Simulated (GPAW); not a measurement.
# TiB2 (P6/mmm) in GPAW: further runs

Aim: see how the results for TiB2 move with the level of theory and the settings. Levels: LDA, PBE, AM05, revPBE. Tasks: band structure.

Everything below comes from runs of GPAW 26.7.0. Logs are shortened: lines on timing, memory, paths and dates and some standing lists are left out, and cuts for length are marked. The log counts tension as positive stress, the text compression.

### 1 Starting point

The structure is hexagonal, space group P6/mmm (No. 191). The conventional cell has a = 3.029 Å, b = 3.029 Å, c = 3.228 Å, α = 90.00°, β = 90.00°, γ = 120.00°. Around Ti (site symmetry 6/mmm) lie 12 B at 2.38 Å. Around B (site symmetry -6m2) lie 3 B at 1.75 Å.

### 2 Band structure, LDA

The input, run.py:

```python
from ase.dft.bandgap import bandgap
from ase.io import read, write
from ase.units import GPa
from gpaw import GPAW, PW

atoms = read('POSCAR')

calc = GPAW(mode=PW(800),
            xc='LDA',
            kpts={'size': (9, 9, 7), 'gamma': True},
            occupations={'name': 'fermi-dirac', 'width': 0.05},
            nbands=20,
            convergence={'density': 1e-05, 'energy': 1e-05},
            maxiter=150,
            txt='gpaw.txt')
atoms.calc = calc
energy = atoms.get_potential_energy()
forces = atoms.get_forces()
stress = atoms.get_stress()
calc.write('gs.gpw')
write('result.traj', atoms)
print(f'Energy: {energy:.6f} eV')
print('Forces (eV/A):')
print(forces.round(4))
print('Stress (GPa):', (stress / GPa).round(3))
print('Fermi level:', round(calc.get_fermi_level(), 4), 'eV')
print(f'Gap: {bandgap(calc)[0]:.4f} eV, direct: {bandgap(calc, direct=True)[0]:.4f} eV')

path = atoms.cell.bandpath('GMKGALHA,LM,KH', npoints=100, eps=1e-4)
bs_calc = calc.fixed_density(kpts=path, symmetry='off', nbands=30,
                             convergence={'bands': 'CBM+6.0', 'eigenstates': 1e-6}, txt='bands.txt')
bs = bs_calc.band_structure()
bs.write('bs.json')
print(f'Gap on the path: {bandgap(bs_calc)[0]:.4f} eV')
```

The input, POSCAR:

```
TiB2
1.0
    3.0292000000      0.0000000000      0.0000000000
   -1.5146000000      2.6233641531      0.0000000000
    0.0000000000      0.0000000000      3.2284000000
Ti B
1 2
Direct
    0.0000000000      0.0000000000      0.0000000000
    0.6666666667      0.3333333333      0.5000000000
    0.3333333333      0.6666666667      0.5000000000
```

Potentials or basis: the program's PAW data sets (release 1.2.1) made for this functional, pw.

On the command line:

```
OMP_NUM_THREADS=1 python run.py
```

gpaw.txt:

```text
__  _  _
 | _ |_)|_||  |
 |__||  | ||/\| - 26.7.0

Input parameters:
  mode=PW(ecut=800.0),
  convergence={'density': 1e-05, 'energy': 1e-05},
  kpts=MonkhorstPack(size=(9, 9, 7), gamma=True),
  maxiter=150,
  nbands=20,
  occupations=Occupations(name='fermi-dirac', width=0.05),
  xc=XC(name='LDA')

Diagonalizing LCAO Hamiltonian
Converting LCAO to pw mode

         B  B

       Ti

Atoms  # Å, Bohr magnetons
|   | symbol |         x |        y |        z |    initial magnetic moments |
|---|--------|-----------|----------|----------|-----------------------------|
| 0 |     Ti |  0.000000 | 0.000000 | 0.000000 | ( 0.0000,  0.0000,  0.0000) |
| 1 |      B |  1.514600 | 0.874455 | 1.614200 | ( 0.0000,  0.0000,  0.0000) |
| 2 |      B | -0.000000 | 1.748909 | 1.614200 | ( 0.0000,  0.0000,  0.0000) |

Unit cell  # Å
| periodic |         x |        y |        z |  lengths |     angles |
|----------|-----------|----------|----------|----------|------------|
|      yes |  3.029200 | 0.000000 | 0.000000 | 3.029200 |  90.000000 |
|      yes | -1.514600 | 2.623364 | 0.000000 | 3.029200 |  90.000000 |
|      yes |  0.000000 | 0.000000 | 3.228400 | 3.228400 | 120.000000 |

Number of symmetries: 24
Symmetry operations  # r_c * U_cc + t_c -> r_c
|    | kind |            matrix            |
|----|------|------------------------------|
|  0 |  σ   |  1, 1, 0,  0,-1, 0,  0, 0, 1 |
|  1 |  C2  |  1, 1, 0,  0,-1, 0,  0, 0,-1 |
|  2 |  C6  |  1, 1, 0, -1, 0, 0,  0, 0, 1 |
|  3 |  S6  |  1, 1, 0, -1, 0, 0,  0, 0,-1 |
|  4 |  E   |  1, 0, 0,  0, 1, 0,  0, 0, 1 |
|  5 |  σ   |  1, 0, 0,  0, 1, 0,  0, 0,-1 |
|  6 |  σ   |  1, 0, 0, -1,-1, 0,  0, 0, 1 |
|  7 |  C2  |  1, 0, 0, -1,-1, 0,  0, 0,-1 |
|  8 |  σ   |  0, 1, 0,  1, 0, 0,  0, 0, 1 |
|  9 |  C2  |  0, 1, 0,  1, 0, 0,  0, 0,-1 |
| 10 |  C3  |  0, 1, 0, -1,-1, 0,  0, 0, 1 |
| 11 |  S3  |  0, 1, 0, -1,-1, 0,  0, 0,-1 |
| 12 |  C6  |  0,-1, 0,  1, 1, 0,  0, 0, 1 |
| 13 |  S6  |  0,-1, 0,  1, 1, 0,  0, 0,-1 |
| 14 |  σ   |  0,-1, 0, -1, 0, 0,  0, 0, 1 |
| 15 |  C2  |  0,-1, 0, -1, 0, 0,  0, 0,-1 |
| 16 |  σ   | -1, 0, 0,  1, 1, 0,  0, 0, 1 |
| 17 |  C2  | -1, 0, 0,  1, 1, 0,  0, 0,-1 |
| 18 |  C2  | -1, 0, 0,  0,-1, 0,  0, 0, 1 |
| 19 |  i   | -1, 0, 0,  0,-1, 0,  0, 0,-1 |
| 20 |  C3  | -1,-1, 0,  1, 0, 0,  0, 0, 1 |
| 21 |  S3  | -1,-1, 0,  1, 0, 0,  0, 0,-1 |
| 22 |  σ   | -1,-1, 0,  0, 1, 0,  0, 0, 1 |
| 23 |  C2  | -1,-1, 0,  0, 1, 0,  0, 0,-1 |

BZ-sampling:
  Number of BZ points: 567
  Number of IBZ points: 48

  Monkhorst-Pack size: [9, 9, 7]
  Monkhorst-Pack shift: [0, 0, 0]

K-points  # in reciprocal-cell coordinates
|     |                                coordinates |     weight |
|-----|--------------------------------------------|------------|
|   0 | (  0.00000000,   0.00000000,   0.00000000) | 0.00176367 |
|   1 | (  0.00000000,   0.00000000,   0.14285714) | 0.00352734 |
|   2 | (  0.00000000,   0.00000000,   0.28571429) | 0.00352734 |
|   3 | (  0.00000000,   0.00000000,   0.42857143) | 0.00352734 |
|   4 | (  0.11111111,   0.00000000,   0.00000000) | 0.01058201 |
|   5 | (  0.11111111,   0.00000000,   0.14285714) | 0.02116402 |
|   6 | (  0.11111111,   0.00000000,   0.28571429) | 0.02116402 |
|   7 | (  0.11111111,   0.00000000,   0.42857143) | 0.02116402 |
|   8 | (  0.22222222,  -0.11111111,   0.00000000) | 0.01058201 |
|   9 | (  0.22222222,  -0.11111111,   0.14285714) | 0.02116402 |
| ... |                                            |            |
|  47 | (  0.44444444,   0.44444444,   0.42857143) | 0.02116402 |

Plane wave coefficients: 1328
Cutoff: 800.0 eV

Spin-components: 1 (collinear spins)
Bands:           20
Projectors:      16
Spin-degeneracy: 2
Datatype:        complex128

Parallelization:
  kpt:    1
  domain: 1
  band:   1

Density:
  Valence electrons: 18.0
  Components: 1
  Grid points: [20 20 24]
  Charge: 0.0  # |e|

Potential:
  Grid points: [20 20 24]

species:
  Ti:
    name:    Titanium
    Z:       22.0
    valence: 12
    core:    10
    charge:  0.0  # [|e|]
    compensation charges:
      type: gauss
      rc: 0.38  # [Å]
      lmax: 2
    cutoffs:
      filter: 2.23  # [Å]
      core: 1.02  # [Å]
    projectors
    | kind |    occ | energy [eV] | rcut [Å] |
    |------|--------|-------------|----------|
    |   3s |  2.000 |     -62.257 |    1.270 |
    |   4s |  2.000 |      -4.593 |    1.270 |
    |   3p |  6.000 |     -38.791 |    1.058 |
    |   4p |  0.000 |      -1.536 |    1.058 |
    |   3d |  2.000 |      -4.463 |    1.058 |
    |    d |        |      22.748 |    1.058 |

    Using partial waves for Ti as LCAO basis

  B:
    name:    Boron
    Z:       5.0
    valence: 3
    core:    2
    charge:  0.0  # [|e|]
    compensation charges:
      type: gauss
      rc: 0.20  # [Å]
      lmax: 2
    cutoffs:
      filter: 1.14  # [Å]
      core: 1.42  # [Å]
    projectors
    | kind |    occ | energy [eV] | rcut [Å] |
    |------|--------|-------------|----------|
    |   2s |  2.000 |      -9.383 |    0.635 |
    |   2p |  1.000 |      -3.714 |    0.635 |
    |    s |        |      17.828 |    0.635 |
    |    p |        |      23.498 |    0.635 |
    |    d |        |       0.000 |    0.635 |

    Using partial waves for B as LCAO basis

Reference energy: -24499.177627  # eV

eigensolver:
  PPCG
  Converge bands: occupied
  niter=2

density mixing:
  MSR1-Mixer
  Pratt-step length: 0.05
  Maximum mixing coefficient: 0.75
  Old densities: 10
  SVD Regularization: 0.005
  Good broyden scale: 1.0
  Trust region scale: 1.0
  Backstep threshold: 4.0
  History deletion threshold: 6.0
  Fourier metric: weight=20.0, sigma=0.015

occupation numbers:
  Fermi-Dirac:
    width: 0.0500  # eV

poisson solver:
  ecut: 6400.0  # eV

xc functional:
  name: None

convergence criteria:
- Maximum integral of absolute [dens]ity change: 1e-05 electrons / valence electron
- Maximum [total energy] change in last 3 cyles: 1e-05 eV / valence electron
- Maximum integral of absolute [eigenst]ate change: 4e-08 eV^2 / valence electron
maximum number of iterations: 150

SCF iterations
|iter     | |      energy | eigst |  dens |
|---------|-|-------------|-------|-------|
|iter:   1| |  -27.668368 | +0.23 |       |
|iter:   2| |  -27.081985 | -2.32 | -0.92 |
|iter:   3| |  -25.840639 | -1.20 | -0.99 |
|iter:   4| |  -25.820735 | -2.56 | -1.71 |
|iter:   5| |  -25.827859 | -3.16 | -2.01 |
|iter:   6| |  -25.827816 | -4.05 | -2.54 |
|iter:   7| |  -25.827830c| -5.35 | -3.15 |
|iter:   8| |  -25.827830c| -7.20 | -4.09 |
|iter:   9| |  -25.827830c| -7.47c| -4.68 |
|iter:  10| |  -25.827830c| -8.13c| -5.31c|

Converged in 10 steps
Energy contributions relative to reference atoms: (reference = -24499.177627)

Energy contributions:
  Kinetic:          19.829789
  Coulomb:         -17.907682
  Zero:              0.017158
  External:          0.000000
  Xc:              -27.766075
  Entropy:          -0.002039
  Spinorbit:         0.000000
  ----------------------------
  Free energy:     -25.828850
  Extrapolated:    -25.827830

dipole moment: (-4.840631, -8.384218, -10.317900)  # |e|*Ang

Fermi level: 11.197
Eigenvalues  # (at kpt = [0.000, 0.000, 0.000])
| band index |      eig [eV] | occ [0-2] |
|------------|---------------|-----------|
|          0 |       -45.150 |     2.000 |
|          1 |       -21.842 |     2.000 |
|          2 |       -21.511 |     2.000 |
|          3 |       -21.511 |     2.000 |
|          4 |        -2.139 |     2.000 |
|          5 |         8.580 |     2.000 |
[... 9 lines left out ...]
|         15 |        18.263 |     0.000 |
|         16 |        20.347 |     0.000 |
|        ... |               |           |
|         19 |        35.245 |     0.000 |

No gap
No difference between direct/indirect transitions

Forces  # eV/Ang
|        x |        y |       z |
|----------|----------|---------|
|  0.00000 | -0.00000 | 0.00000 |  # Ti   0
| -0.00000 | -0.00000 | 0.00000 |  # B    1
| -0.00000 |  0.00000 | 0.00000 |  # B    2

Stress tensor  # eV/Ang^3
|         x |         y |        z |
|-----------|-----------|----------|
|  0.063275 | -0.000000 | 0.000000 |
| -0.000000 |  0.063275 | 0.000000 |
|  0.000000 |  0.000000 | 0.077310 |

# Writing to gs.gpw (mode='')
```

It took 49 s on 1 thread of Arm Neoverse V2, shared host; peak memory 0.29 GiB.

Results:

```yaml
Free_energy: -25.8288 eV
Pressure: -10.9 GPa
Band_gap_along_the_path: none (metal or under the smearing width)
```

Levels at the corners of the path, in eV from the Fermi level:
```csv
point,band 5,band 6,band 7,band 8,band 9,band 10,band 11,band 12,band 13,band 14
Γ,-13.34,-2.62,-2.62,-2.30,-2.14,1.86,1.86,3.62,3.62,5.77
M,-9.28,-9.06,-3.26,-3.23,-2.28,1.31,2.72,3.19,3.35,7.45
K,-8.17,-8.17,-7.32,-1.88,-1.88,1.35,1.35,1.95,6.90,6.90
Γ,-13.34,-2.62,-2.62,-2.30,-2.14,1.86,1.86,3.62,3.62,5.77
A,-11.39,-7.56,-0.57,-0.57,-0.20,-0.20,0.41,0.41,1.59,6.53
L,-9.62,-7.45,-4.65,-3.81,-3.08,2.43,2.90,4.48,4.56,5.47
H,-8.46,-8.46,-5.69,-3.13,-3.13,2.46,4.25,4.25,4.49,4.49
A,-11.39,-7.56,-0.57,-0.57,-0.20,-0.20,0.41,0.41,1.59,6.53
L,-9.62,-7.45,-4.65,-3.81,-3.08,2.43,2.90,4.48,4.56,5.47
M,-9.28,-9.06,-3.26,-3.23,-2.28,1.31,2.72,3.19,3.35,7.45
K,-8.17,-8.17,-7.32,-1.88,-1.88,1.35,1.35,1.95,6.90,6.90
H,-8.46,-8.46,-5.69,-3.13,-3.13,2.46,4.25,4.25,4.49,4.49
```

### 3 Band structure, PBE

Changes to run.py since step 2:

```diff
@@ -8,3 +8,3 @@
 calc = GPAW(mode=PW(800),
-            xc='LDA',
+            xc='PBE',
             kpts={'size': (9, 9, 7), 'gamma': True},
```

POSCAR is that of step 2.

Potentials or basis: GPAW PAW data sets (gpaw-data 1.2.1), pw.

On the command line:

```
OMP_NUM_THREADS=1 python run.py
```

gpaw.txt:

```text
__  _  _
 | _ |_)|_||  |
 |__||  | ||/\| - 26.7.0

Input parameters:
  mode=PW(ecut=800.0),
  convergence={'density': 1e-05, 'energy': 1e-05},
  kpts=MonkhorstPack(size=(9, 9, 7), gamma=True),
  maxiter=150,
  nbands=20,
  occupations=Occupations(name='fermi-dirac', width=0.05),
  xc=XC(name='PBE')

Diagonalizing LCAO Hamiltonian
Converting LCAO to pw mode

         B  B

       Ti

Atoms  # Å, Bohr magnetons
|   | symbol |         x |        y |        z |    initial magnetic moments |
|---|--------|-----------|----------|----------|-----------------------------|
| 0 |     Ti |  0.000000 | 0.000000 | 0.000000 | ( 0.0000,  0.0000,  0.0000) |
| 1 |      B |  1.514600 | 0.874455 | 1.614200 | ( 0.0000,  0.0000,  0.0000) |
| 2 |      B | -0.000000 | 1.748909 | 1.614200 | ( 0.0000,  0.0000,  0.0000) |

Unit cell  # Å
| periodic |         x |        y |        z |  lengths |     angles |
|----------|-----------|----------|----------|----------|------------|
|      yes |  3.029200 | 0.000000 | 0.000000 | 3.029200 |  90.000000 |
|      yes | -1.514600 | 2.623364 | 0.000000 | 3.029200 |  90.000000 |
|      yes |  0.000000 | 0.000000 | 3.228400 | 3.228400 | 120.000000 |

Number of symmetries: 24
Symmetry operations  # r_c * U_cc + t_c -> r_c
|    | kind |            matrix            |
|----|------|------------------------------|
|  0 |  σ   |  1, 1, 0,  0,-1, 0,  0, 0, 1 |
|  1 |  C2  |  1, 1, 0,  0,-1, 0,  0, 0,-1 |
|  2 |  C6  |  1, 1, 0, -1, 0, 0,  0, 0, 1 |
|  3 |  S6  |  1, 1, 0, -1, 0, 0,  0, 0,-1 |
|  4 |  E   |  1, 0, 0,  0, 1, 0,  0, 0, 1 |
|  5 |  σ   |  1, 0, 0,  0, 1, 0,  0, 0,-1 |
|  6 |  σ   |  1, 0, 0, -1,-1, 0,  0, 0, 1 |
[... 146 lines left out ...]
- Maximum integral of absolute [eigenst]ate change: 4e-08 eV^2 / valence electron
maximum number of iterations: 150

SCF iterations
|iter     | |      energy | eigst |  dens |
|---------|-|-------------|-------|-------|
|iter:   1| |  -25.062096 | +0.24 |       |
|iter:   2| |  -24.499461 | -2.38 | -0.93 |
|iter:   3| |  -23.293633 | -1.21 | -1.00 |
|iter:   4| |  -23.275556 | -2.59 | -1.71 |
|iter:   5| |  -23.283061 | -3.18 | -1.99 |
|iter:   6| |  -23.282938 | -4.08 | -2.55 |
|iter:   7| |  -23.282943c| -5.36 | -3.15 |
|iter:   8| |  -23.282943c| -7.22 | -4.12 |
|iter:   9| |  -23.282943c| -8.51c| -4.72 |
|iter:  10| |  -23.282943c| -8.35c| -5.35c|

Converged in 10 steps
Energy contributions relative to reference atoms: (reference = -24562.993416)

Energy contributions:
  Kinetic:          20.953940
  Coulomb:         -19.097353
  Zero:              0.051704
  External:          0.000000
  Xc:              -25.190218
  Entropy:          -0.002032
  Spinorbit:         0.000000
  ----------------------------
  Free energy:     -23.283959
  Extrapolated:    -23.282943

dipole moment: (-4.820355, -8.349099, -10.274682)  # |e|*Ang

Fermi level: 11.505
Eigenvalues  # (at kpt = [0.000, 0.000, 0.000])
| band index |      eig [eV] | occ [0-2] |
|------------|---------------|-----------|
|          0 |       -45.452 |     2.000 |
|          1 |       -21.825 |     2.000 |
|          2 |       -21.504 |     2.000 |
|          3 |       -21.504 |     2.000 |
|          4 |        -2.038 |     2.000 |
|          5 |         8.867 |     2.000 |
[... 9 lines left out ...]
|         15 |        18.382 |     0.000 |
|         16 |        20.587 |     0.000 |
|        ... |               |           |
|         19 |        35.434 |     0.000 |

No gap
No difference between direct/indirect transitions

Forces  # eV/Ang
|        x |        y |       z |
|----------|----------|---------|
|  0.00000 |  0.00000 | 0.00000 |  # Ti   0
|  0.00000 | -0.00000 | 0.00000 |  # B    1
| -0.00000 |  0.00000 | 0.00000 |  # B    2

Stress tensor  # eV/Ang^3
|         x |         y |        z |
|-----------|-----------|----------|
| -0.007514 | -0.000000 | 0.000000 |
|  0.000000 | -0.007514 | 0.000000 |
|  0.000000 |  0.000000 | 0.003252 |

# Writing to gs.gpw (mode='')
```

Wall time 50 s (1 thread of Arm Neoverse V2, shared host); peak memory 0.29 GiB.

What came out:

* Free energy: -23.2840 eV
* Pressure: 0.6 GPa
* Band gap along the path: none (metal or under the smearing width)

Levels at the corners of the path, in eV from the Fermi level:
```csv
point,band 7,band 8,band 9,band 10,band 11,band 12
Γ,-2.64,-2.37,-2.14,1.87,1.87,3.63
M,-3.31,-3.26,-2.29,1.31,2.73,3.20
K,-7.38,-1.89,-1.89,1.34,1.34,1.96
Γ,-2.64,-2.37,-2.14,1.87,1.87,3.63
A,-0.60,-0.60,-0.21,-0.21,0.42,0.42
L,-4.68,-3.85,-3.19,2.46,2.91,4.45
H,-5.77,-3.20,-3.20,2.48,4.21,4.21
A,-0.60,-0.60,-0.21,-0.21,0.42,0.42
L,-4.68,-3.85,-3.19,2.46,2.91,4.45
M,-3.31,-3.26,-2.29,1.31,2.73,3.20
K,-7.38,-1.89,-1.89,1.34,1.34,1.96
H,-5.77,-3.20,-3.20,2.48,4.21,4.21
```

### 4 Band structure, AM05

Changes to run.py since step 3:

```diff
@@ -3,3 +3,5 @@
 from ase.units import GPa
-from gpaw import GPAW, PW
+from gpaw import GPAW, PW, setup_paths
+
+setup_paths.insert(0, '.')
 
@@ -8,3 +10,3 @@
 calc = GPAW(mode=PW(800),
-            xc='PBE',
+            xc='AM05',
             kpts={'size': (9, 9, 7), 'gamma': True},
```

POSCAR is that of step 3.

Potentials or basis: PAW data sets generated in the run's folder for this functional, pw.

On the command line:

```
gpaw-setup -f AM05 B Ti
OMP_NUM_THREADS=1 python run.py
```

It took 52 s on 1 thread of Arm Neoverse V2, shared host; peak memory 0.29 GiB.

The run converged. Its results:

```
Free energy             : -24.2817 eV
Pressure                : -5.5 GPa
Band gap along the path : none (metal or under the smearing width)
```

Stress tensor (GPa, compression positive):
```
-4.07  0.00  0.00
 0.00 -4.07  0.00
 0.00  0.00 -8.42
```

Levels at the corners of the path, in eV from the Fermi level:
```
point  band 7  band 8  band 9  band 10  band 11  band 12
    Γ   -2.62   -2.34   -2.19     1.89     1.89     3.68
    M   -3.28   -3.25   -2.33     1.33     2.76     3.24
    K   -7.41   -1.89   -1.89     1.36     1.36     1.98
    Γ   -2.62   -2.34   -2.19     1.89     1.89     3.68
    A   -0.55   -0.55   -0.21    -0.21     0.42     0.42
    L   -4.66   -3.87   -3.19     2.47     2.94     4.51
    H   -5.77   -3.20   -3.20     2.50     4.28     4.28
    A   -0.55   -0.55   -0.21    -0.21     0.42     0.42
    L   -4.66   -3.87   -3.19     2.47     2.94     4.51
    M   -3.28   -3.25   -2.33     1.33     2.76     3.24
    K   -7.41   -1.89   -1.89     1.36     1.36     1.98
    H   -5.77   -3.20   -3.20     2.50     4.28     4.28
```

(Continued in part 2 of 2.)
